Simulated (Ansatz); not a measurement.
## AgI (P6_3mc, 4H): the band gap by level of theory

All numbers come from the plane-wave code Ansatz. Non-magnetic throughout; all numbers are computed.

The cell is an 8-atom cell of AgI (P6_3mc) from a materials database; cell and atoms were relaxed with r2SCAN+rVV10. Space group P6_3mc (No. 186), hexagonal; conventional cell a = 4.441 Å, c = 14.881 Å, 31.77 Å³ an atom. Ag is surrounded by 4 I at 2.86–2.89 Å and 3 Ag at 2.98 Å; I is surrounded by 4 Ag at 2.86–2.89 Å.

Relaxed lattice by functional, symmetry kept:
```tsv
functional	k mesh	a (Å)	c (Å)	volume (Å³/atom)
PBE-D3(BJ)	6×6×2	4.436	14.614	31.13
r2SCAN+rVV10	6×6×2	4.441	14.881	31.77
PBE-D4	6×6×2	4.433	14.595	31.04
```

On this one geometry the levels give:
```
       level  k mesh  gap (eV)    kind  edges  least direct gap (eV)
         LDA   6×6×2      1.25  direct      Γ                   1.25
         PBE   6×6×2      1.49  direct      Γ                   1.49
     PBE+SOC   6×6×2      1.21  direct      Γ                   1.21
      r2SCAN   6×6×2      1.94  direct      Γ                   1.94
       HSE06   6×6×2      2.53  direct      Γ                   2.53
    DDH-PBE0   6×6×2      2.74  direct      Γ                   2.74
        PBE0   6×6×2      3.19  direct      Γ                   3.19
Hartree-Fock   6×6×2      8.71  direct      Γ                   8.71
```
PBE: smearing of 0.02 eV; the others have fixed occupations.
Wave cutoffs: 420 eV, 500 eV (r2SCAN).

With HSE06 the gap is 2.53 eV and direct, at Γ. Spin-orbit coupling changes the PBE gap by -0.29 eV, to 1.21 eV.

r2SCAN covers 43 % of the step from PBE to HSE06. For gaps to 0.1 eV, spin-orbit coupling (up to 0.29 eV here) has to be included. Among these functionals the gap stays direct.

PBE (ground state on 6×6×2): The clamped-ion dielectric constant comes out as 5.38 along x and y, 5.46 along z. Born charges, averaged over directions: Ag +1.10 to +1.11, I -1.11 e.

Only the levels marked +SOC include spin-orbit coupling.

The meshes of the hybrids are coarse, so their gaps aren't converged to the digits shown.
